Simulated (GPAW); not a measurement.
The system is PbSe (Clausthalite).

```
Pb Se
1.0
     0.00000    3.06065    3.06065
     3.06065    0.00000    3.06065
     3.06065    3.06065    0.00000
Pb Se
1 1
Direct
  0.00000 0.00000 0.00000
  0.50000 0.50000 0.50000
```

Program: GPAW 26.7.0. Alike in all runs: cell as given; cutoff (eV) 600; smearing fermi-dirac 0.05 eV.

Question: Order these runs on this cell by their pressure, lowest first.
A. level PBEsol; potentials or basis PAW data sets generated in the run's folder for this functional, pw; spin SOC, no magnetisation; k mesh 6 × 6 × 6; band path GXWKGLUWLK,UX; band points 60; spin axis theta (degrees) 54.7; spin axis phi (degrees) 45
B. level PBE; potentials or basis PAW data sets generated in the run's folder for this functional, pw; spin off; k mesh 6 × 6 × 6; band path GXWKGLUWLK,UX; band points 60
C. level LDA; potentials or basis PAW data sets generated in the run's folder for this functional, pw; spin off; k mesh 8 × 8 × 8; k mesh for the Wannier functions 4 × 4 × 4
D. level M06-L; potentials or basis GPAW PAW data sets (gpaw-data 1.2.1), pw; spin SOC, no magnetisation; k mesh 6 × 6 × 6; band path GXWKGLUWLK,UX; band points 80; spin axis theta (degrees) 0; spin axis phi (degrees) 0
E. level TASK; potentials or basis GPAW PAW data sets (gpaw-data 1.2.1), pw; spin SOC, no magnetisation; k mesh 6 × 6 × 6; band path GXWKGLUWLK,UX; band points 100; spin axis theta (degrees) 90; spin axis phi (degrees) 0

Answer: C (-2.3 GPa), A (-0.8 GPa), B (2.2 GPa), D (5.1 GPa), E (7.0 GPa).

Caveats: spin-orbit coupling was added after a scalar SCF, so levels and gaps hold it while energy, forces, pressure and moments don't (some runs); the PAW data sets were made with another functional, which shifts forces and pressure a little (some runs).

Not every run made on this cell is shown here.
